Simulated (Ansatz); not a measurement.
# Bi (I4/mcm) in Ansatz: equation of state

How stiff is Bi in PBEsol, and what volume does it want? The cell is scaled to several volumes.

Program: Ansatz 0.2.0. These are calculated values, not measurements. Logs are shortened: lines on timing, memory, paths and dates and some standing lists are left out, and cuts for length are marked.

## (1) Starting point

The structure is tetragonal, space group I4/mcm (No. 140). Conventional cell: a = 8.899 Å, b = 8.899 Å, c = 4.131 Å, α = 90.00°, β = 90.00°, γ = 90.00°. Around Bi (site symmetry m2m) lie 7 Bi at 3.31 to 3.67 Å.

This isn't the form of Bi at room conditions, which is rhombohedral.

## (2) Single point, PBEsol, 38.45 Å³/atom (volume scaled by 0.94)

input.yaml reads:

```yaml
crystal:
  lattice:
    - [-4.3589113281, 4.3589113281, 2.0234644129]
    - [4.3589113281, -4.3589113281, 2.0234644129]
    - [4.3589113281, 4.3589113281, -2.0234644129]
  atoms:
    - { symbol: Bi, position: [0.1456555, 0.3543445, 0.5] }
    - { symbol: Bi, position: [0.8543445, 0.6456555, 0.5] }
    - { symbol: Bi, position: [0.6456555, 0.1456555, 0.791311] }
    - { symbol: Bi, position: [0.3543445, 0.8543445, 0.208689] }
hamiltonian:
  xc: pbesol
  pseudopotentials: { kind: paw }
kpoints:
  mp_grid: { grid: [7, 7, 7] }
scf:
  occupations: { method: fermi_dirac, width: 0.05 }
output:
  forces: true
  stress: true
  eigenvalues: true
```

Potentials or basis: Ansatz PAW.

Command:

```sh
$ ansatz run input.yaml --threads 2 --pin off --max-ram 5632MiB --backend cpu --events-out ev --progress --plain --runs-dir out
```

The log of the run:

```text
Warning: RAYON_NUM_THREADS=2 ignored (pool sized by the plan → 2); use --threads N
Engine: ansatz 0.2.0, x86_64-unknown-linux-gnu
Pseudopotentials: kind: paw
Pseudopotential: Bi, paw, valence charge 15, recommended cutoff 420 eV (normal), Bi.paw.azcp
Functional definition: PBEsol
  exchange = pbesol_x
  correlation = pbesol_c
Crystal: 4 atoms, lattice volume = 153.784 Å³
Basis set: ecut = 420 eV, 3003 PW (Γ), exchange–correlation on 90×90×90 points (8 copies of the dense FFT grid, shifted against one another)
Bands: 36, of which v1, the nominal top of the filled ones, is band 30 counted from 1 (29 counted from 0)
Symmetry: 16 space group operations
Space group: I4/mcm (ITA 140), of the structure as read, at distance tolerance 5.4e-5 Å
k-points: 40 of 343
Non-local potential: Bi, projectors of the file, l = 0: 2, l = 1: 2, l = 2: 2, l = 3: 2
PAW form: soft (Blöchl's): semilocal exchange-correlation on the pseudo side does not see the compensation charge
PAW frozen core: Bi, regenerated for the run's functional, and the local potential with it (the file was generated under x = pbe(κ = 0.804, μ = 0.2195149727645171), c = pbe(β = 0.06672455060314922))
PAW one-centre angular grid: Bi, 590 points (default); XC on 64 Gauss nodes
Initial density: superposition of atomic densities (neutral atoms: chi_scale 0, normalization atom), corrected by the library's trained network
Initial wavefunctions: pseudopotential atomic-orbital guess
Functional: x = pbesol(κ = 0.804, μ = 0.12345679012345678), c = pbesol(β = 0.046)
SCF iter   1: F=—  HF=-48967.144532 eV  |F-HF|=—  |Δ(HF+E_count)|=         —  Δρ=1.90e-3  dr2=3.70e-3  ethr=1.77e-3  ⟨swp⟩=7.1  Hψ=6131  notcnv=0
preconditioner: auto → LDOS  [metal: Δε(μ)=0.038 eV  Ē_g=19.325 eV  σ=0.050 eV  W_gap=0.19  n_scr=44 (ndim 8)  ℏωp=23.2 eV  f_vac=0.140  D(μ)=3.51/eV (n_scr^D=16)  β→1.0]
SCF iter   2: F=—  HF=-48967.146474 eV  |F-HF|=—  |Δ(HF+E_count)|=   1.94e-3  Δρ=6.68e-4  dr2=5.22e-4  ethr=6.17e-6  ⟨swp⟩=2.5  Hψ=3116  notcnv=0  defer=6
SCF iter   3: F=—  HF=-48967.146346 eV  |F-HF|=—  |Δ(HF+E_count)|=   1.27e-4  Δρ=2.15e-4  dr2=6.03e-5  ethr=8.71e-7  ⟨swp⟩=2.0  Hψ=2628  notcnv=0  defer=6
SCF iter   4: F=—  HF=-48967.146205 eV  |F-HF|=—  |Δ(HF+E_count)|=   1.41e-4  Δρ=4.87e-5  dr2=3.45e-6  ethr=1.01e-7  ⟨swp⟩=2.0  Hψ=2627  notcnv=0  defer=6
SCF iter   5: F=—  HF=-48967.146206 eV  |F-HF|=—  |Δ(HF+E_count)|=   7.83e-7  Δρ=1.46e-5  dr2=4.68e-7  ethr=5.76e-9  ⟨swp⟩=2.0  Hψ=2634  notcnv=0  defer=6
SCF iter   6: F=-48967.146206 eV  HF=-48967.146206 eV  |F-HF|=4.38e-9  |Δ(HF+E_count)|=   4.22e-8  Δρ=2.95e-6  dr2=1.58e-8  ethr=1.67e-10  ⟨swp⟩=7.8  Hψ=6626  notcnv=0
SCF 1 converged in 6 iterations: F = -48967.146206 eV  dr2 = 1.58e-8
SCF converged after 6 iterations
Free energy (F): -48967.146206 eV
Harris-Foulkes:  -48967.146206 eV  (|F-HF|=4.38e-9)
Internal energy: -48967.118004 eV  (E = F + TS)
E sigma→0 (E₀):  -48967.132105 eV
Entropy (-TS):   -0.028202 eV (-7.050 meV/atom)
Fermi energy:    8.541372 eV
--- Per-component energies (eV) ---
  E_band       = -513.975881
  E_kinetic    = 1211.617797
  E_local      = -7295.439128  (includes V_loc(G=0)·N_el)
  E_nonlocal   = 2246.610389
  E_hartree    = 2524.171467
  E_xc         = -601.240226
  E_vxc        = -576.726430  (∫ρ·V_xc dr)
  E_paw        = -42037.638067  (= ΣΔE_a)
  E_vpaw       = -1148.384446  (= ΣTr[D̂ρ^β])
  E_aug_tail   = -0.001837  (compensation charges beyond the density's cutoff)
  E_ewald      = -5015.557409
  E_core_change = 0.359009  (= ΣΔE_core)
  E_smearing   = -0.028202  (= −TS)
  E_closure    = -0.000000  (closes the sum)
  Σ components = -48967.146206   (vs F -48967.146206, Δ=0.00e0)
--- Forces (eV/Å), atoms counted from 1 ---
  atom   1  Bi    -0.06085581     0.06085581    -0.00000000
  atom   2  Bi     0.06085581    -0.06085581     0.00000000
  atom   3  Bi     0.06085581     0.06085581    -0.00000000
  atom   4  Bi    -0.06085581    -0.06085581     0.00000000
  max |Σ_I F_I| component: 4.16e-17 eV/Å
--- Stress (GPa, compression-positive) ---
        0.518852       0.000000       0.000000
        0.000000       0.518852       0.000000
        0.000000       0.000000       0.928334
  P = ⅓ Tr σ = 0.6553 GPa (6.553 kbar)
--- Band table (eV; the first three rows and the last of 40) ---
  k-point 0: bands = ["-14.4107", "-14.4107", "-14.3818", "-14.3591", "-14.3591", "-14.3575", "-14.3261", "-14.3222", "-14.2813", "-14.2477", "-14.2395", "-14.2395", "-14.1970", "-14.1941", "-14.1941", "-14.1862", "-14.1862", "-14.1470", "-14.1435", "-14.0707", "-4.9030", "-1.8430", "-1.4225", "-1.4225", "3.8466", "6.6415", "7.2520", "7.2520", "7.9061", "8.1586", "8.4921", "8.4921", "11.5984", "11.6105", "11.6105", "12.4482"]
  k-point 1: bands = ["-14.4191", "-14.4122", "-14.3791", "-14.3689", "-14.3568", "-14.3466", "-14.3273", "-14.3166", "-14.2869", "-14.2494", "-14.2363", "-14.2333", "-14.2015", "-14.1988", "-14.1867", "-14.1861", "-14.1828", "-14.1501", "-14.1400", "-14.0752", "-4.8476", "-2.2321", "-1.4158", "-1.1280", "4.0599", "6.2584", "7.0999", "7.5852", "7.6983", "8.2244", "8.4887", "8.9620", "11.2119", "11.5949", "12.1773", "12.5674"]
  k-point 2: bands = ["-14.4345", "-14.4149", "-14.3769", "-14.3734", "-14.3506", "-14.3361", "-14.3293", "-14.3078", "-14.2980", "-14.2532", "-14.2325", "-14.2204", "-14.2081", "-14.2033", "-14.1860", "-14.1807", "-14.1668", "-14.1584", "-14.1337", "-14.0880", "-4.6990", "-2.7569", "-1.4005", "-0.8388", "4.6239", "5.8251", "6.7734", "7.2384", "8.2700", "8.2846", "8.4810", "9.7357", "10.8668", "11.6386", "12.5358", "12.7964"]
  k-point 39: bands = ["-14.5023", "-14.3964", "-14.3557", "-14.3365", "-14.3306", "-14.3264", "-14.3198", "-14.3094", "-14.2997", "-14.2587", "-14.2568", "-14.2521", "-14.2177", "-14.2009", "-14.1801", "-14.1787", "-14.1691", "-14.1238", "-14.1206", "-14.1144", "-4.0180", "-3.1272", "-3.0079", "0.5059", "4.7203", "6.5334", "6.5567", "6.9325", "8.0599", "9.6882", "9.9592", "10.0440", "10.5583", "10.7509", "11.0639", "11.4774"]
```

It took 6.1 s on 2 threads of AMD EPYC 7R43 (Zen 3), shared host; peak memory 0.57 GiB.

Results:

```yaml
Free_energy: -48967.1462 eV
Pressure: 0.7 GPa
Largest_force: 0.086 eV/Å
Band_gap_on_the_k_mesh: none (metal or under the smearing width)
```

Caveat: spin-orbit coupling is left out, which moves the levels of the heavy elements; the PAW data sets come from PBE, with cores solved anew for the run's functional, which leaves a small shift of forces and pressure.

## (3) Single point, PBEsol, 39.26 Å³/atom (volume scaled by 0.96)

input.yaml: that of step 2 with these lines changed.

```diff
@@ -2,5 +2,5 @@
   lattice:
-    - [-4.3589113281, 4.3589113281, 2.0234644129]
-    - [4.3589113281, -4.3589113281, 2.0234644129]
-    - [4.3589113281, 4.3589113281, -2.0234644129]
+    - [-4.3896088981, 4.3896088981, 2.0377146318]
+    - [4.3896088981, -4.3896088981, 2.0377146318]
+    - [4.3896088981, 4.3896088981, -2.0377146318]
   atoms:
```

Potentials or basis: Ansatz PAW.

Command:

```sh
$ ansatz run input.yaml --threads 2 --pin off --max-ram 5632MiB --backend cpu --events-out ev --progress --plain --runs-dir out
```

Run time: 6.5 s. Hardware: 2 threads of AMD EPYC 7R43 (Zen 3), shared host; peak memory 0.57 GiB.

The run converged. Its results:

| Quantity | Value |
| --- | --- |
| Free energy | -48967.1501 eV |
| Pressure | -0.3 GPa |
| Largest force | 0.010 eV/Å |
| Band gap on the k mesh | none (metal or under the smearing width) |

Caveat: spin-orbit coupling is left out, which moves the levels of the heavy elements; the PAW data sets come from PBE, with cores solved anew for the run's functional, which leaves a small shift of forces and pressure.

## (4) Single point, PBEsol, 40.08 Å³/atom (volume scaled by 0.98)

input.yaml: that of step 3 with these lines changed.

```diff
@@ -2,5 +2,5 @@
   lattice:
-    - [-4.3896088981, 4.3896088981, 2.0377146318]
-    - [4.3896088981, -4.3896088981, 2.0377146318]
-    - [4.3896088981, 4.3896088981, -2.0377146318]
+    - [-4.4198830196, 4.4198830196, 2.0517682803]
+    - [4.4198830196, -4.4198830196, 2.0517682803]
+    - [4.4198830196, 4.4198830196, -2.0517682803]
   atoms:
```

Command:

```sh
$ ansatz run input.yaml --threads 2 --pin off --max-ram 5632MiB --backend cpu --events-out ev --progress --plain --runs-dir out
```

It took 6 s on 2 threads of AMD EPYC 7R43 (Zen 3), shared host; peak memory 0.59 GiB.

Results (log left out):

| Property | Result |
| --- | --- |
| Free energy | -48967.1365 eV |
| Pressure | -1.1 GPa |
| Largest force | 0.059 eV/Å |
| Band gap on the k mesh | none (metal or under the smearing width) |

Caveat: spin-orbit coupling is left out, which moves the levels of the heavy elements; the PAW data sets come from PBE, with cores solved anew for the run's functional, which leaves a small shift of forces and pressure.

## (5) Single point, PBEsol, 40.90 Å³/atom

input.yaml: that of step 4 with these lines changed.

```diff
@@ -2,5 +2,5 @@
   lattice:
-    - [-4.4198830196, 4.4198830196, 2.0517682803]
-    - [4.4198830196, -4.4198830196, 2.0517682803]
-    - [4.4198830196, 4.4198830196, -2.0517682803]
+    - [-4.449748, 4.449748, 2.065632]
+    - [4.449748, -4.449748, 2.065632]
+    - [4.449748, 4.449748, -2.065632]
   atoms:
```

Command:

```sh
$ ansatz run input.yaml --threads 2 --pin off --max-ram 5632MiB --backend cpu --events-out ev --progress --plain --runs-dir out
```

Run time: 6.7 s. Hardware: 2 threads of AMD EPYC 7R43 (Zen 3), shared host; peak memory 0.55 GiB.

It converged, with:

```yaml
Free_energy: -48967.1072 eV
Pressure: -1.8 GPa
Largest_force: 0.122 eV/Å
Band_gap_on_the_k_mesh: none (metal or under the smearing width)
```

Caveat: spin-orbit coupling is left out, which moves the levels of the heavy elements; the PAW data sets come from PBE, with cores solved anew for the run's functional, which leaves a small shift of forces and pressure.

## (6) Single point, PBEsol, 41.72 Å³/atom (volume scaled by 1.02)

input.yaml: that of step 5 with these lines changed.

```diff
@@ -2,5 +2,5 @@
   lattice:
-    - [-4.449748, 4.449748, 2.065632]
-    - [4.449748, -4.449748, 2.065632]
-    - [4.449748, 4.449748, -2.065632]
+    - [-4.4792173886, 4.4792173886, 2.0793120808]
+    - [4.4792173886, -4.4792173886, 2.0793120808]
+    - [4.4792173886, 4.4792173886, -2.0793120808]
   atoms:
```

Potentials or basis: Ansatz PAW.

Command:

```sh
$ ansatz run input.yaml --threads 2 --pin off --max-ram 5632MiB --backend cpu --events-out ev --progress --plain --runs-dir out
```

Wall time 6.7 s (2 threads of AMD EPYC 7R43 (Zen 3), shared host); peak memory 0.59 GiB.

The run converged. Its results:

* Free energy: -48967.0639 eV
* Pressure: -2.4 GPa
* Largest force: 0.180 eV/Å
* Band gap on the k mesh: none (metal or under the smearing width)

Caveat: spin-orbit coupling is left out, which moves the levels of the heavy elements; the PAW data sets come from PBE, with cores solved anew for the run's functional, which leaves a small shift of forces and pressure.

## (7) Single point, PBEsol, 42.54 Å³/atom (volume scaled by 1.04)

input.yaml: that of step 6 with these lines changed.

```diff
@@ -2,5 +2,5 @@
   lattice:
-    - [-4.4792173886, 4.4792173886, 2.0793120808]
-    - [4.4792173886, -4.4792173886, 2.0793120808]
-    - [4.4792173886, 4.4792173886, -2.0793120808]
+    - [-4.5083040308, 4.5083040308, 2.0928144856]
+    - [4.5083040308, -4.5083040308, 2.0928144856]
+    - [4.5083040308, 4.5083040308, -2.0928144856]
   atoms:
```

Command:

```sh
$ ansatz run input.yaml --threads 2 --pin off --max-ram 5632MiB --backend cpu --events-out ev --progress --plain --runs-dir out
```

It took 6.5 s on 2 threads of AMD EPYC 7R43 (Zen 3), shared host; peak memory 0.58 GiB.

It converged, with:

| Quantity | Value |
| --- | --- |
| Free energy | -48967.0081 eV |
| Pressure | -3.0 GPa |
| Largest force | 0.232 eV/Å |
| Band gap on the k mesh | none (metal or under the smearing width) |

Caveat: spin-orbit coupling is left out, which moves the levels of the heavy elements; the PAW data sets come from PBE, with cores solved anew for the run's functional, which leaves a small shift of forces and pressure.

## (8) Single point, PBEsol, 43.35 Å³/atom (volume scaled by 1.06)

input.yaml: that of step 7 with these lines changed.

```diff
@@ -2,5 +2,5 @@
   lattice:
-    - [-4.5083040308, 4.5083040308, 2.0928144856]
-    - [4.5083040308, -4.5083040308, 2.0928144856]
-    - [4.5083040308, 4.5083040308, -2.0928144856]
+    - [-4.5370201173, 4.5370201173, 2.1061448736]
+    - [4.5370201173, -4.5370201173, 2.1061448736]
+    - [4.5370201173, 4.5370201173, -2.1061448736]
   atoms:
@@ -21 +21,5 @@
   eigenvalues: true
+  write_density: true
+  write_potential: true
+  elf: true
+  volumetric_format: npy
```

Command:

```sh
$ ansatz run input.yaml --threads 2 --pin off --max-ram 5632MiB --backend cpu --events-out ev --progress --plain --runs-dir out
```

It took 9.1 s on 2 threads of AMD EPYC 7R43 (Zen 3), shared host; peak memory 0.6 GiB.

The run converged. Its results:

```
Free energy            : -48966.9411 eV
Pressure               : -3.5 GPa
Largest force          : 0.279 eV/Å
Band gap on the k mesh : none (metal or under the smearing width)
```

Caveat: spin-orbit coupling is left out, which moves the levels of the heavy elements; the PAW data sets come from PBE, with cores solved anew for the run's functional, which leaves a small shift of forces and pressure.

## (9) Equation of state, PBEsol

Potentials or basis: Ansatz PAW.

This step only gathers the single runs of the series.

Results:

| Quantity | Value |
| --- | --- |
| Equilibrium volume | 39.03 Å³/atom |
| Bulk modulus at fixed shape and positions | 42 GPa |
| Pressure derivative of the bulk modulus | 4.4 |

Energy against volume, from the lowest point:
```csv
volume (Å³/atom),energy (meV/atom)
38.446,0.98
39.264,0.00
40.082,3.41
40.900,10.74
41.718,21.56
42.536,35.51
43.354,52.25
```

Caveat: the cell was scaled at fixed shape and fractional positions, which overstates the stiffness of a crystal with free parameters, most of all of layers and chains; spin-orbit coupling is left out, which moves the levels of the heavy elements.
